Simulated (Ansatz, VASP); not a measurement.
# Ru in VASP and in Ansatz

```
Ru
1.0
    -3.27122    3.27122    3.27122
     3.27122   -3.27122    3.27122
     3.27122    3.27122   -3.27122
Ru
8
Cartesian
  0.7534 0.7534 0.7534
  -0.7534 2.5178 0.7534
  0.7534 -0.7534 2.5178
  2.5178 0.7534 -0.7534
  2.5178 2.5178 2.5178
  0.7534 4.0246 -0.7534
  -0.7534 0.7534 4.0246
  4.0246 -0.7534 0.7534
```

Alike in both runs: functional PBE; k mesh 4 × 4 × 4; occupations gaussian, width 0.1 eV; no spin polarisation.

Ansatz relaxed the structure, and its values are those at the end. VASP's run is a single point on that final structure, the one shown.

```csv
,VASP,Ansatz
version,VASP 6.6.1,Ansatz 0.2.0
potentials or method,"VASP PAW PBE potentials, release 64 (Ru_pv)","scalar-relativistic, plane waves, PAW"
plane-wave cutoff (eV),520,420
valence electrons in the cell,112,128
```

|  | VASP | Ansatz | Ansatz less VASP |
| --- | --- | --- | --- |
| gap on the k mesh at the Fermi level (eV) | none | none | - |
| pressure (GPa) | 0.7 | 0.4 | -0.31 |

A gap of «none» marks a metal or a gap that the smearing closes. With one functional, cell and mesh, what is left measures potentials, basis and numerics. The two sets of potentials don't hold the same shells in valence.
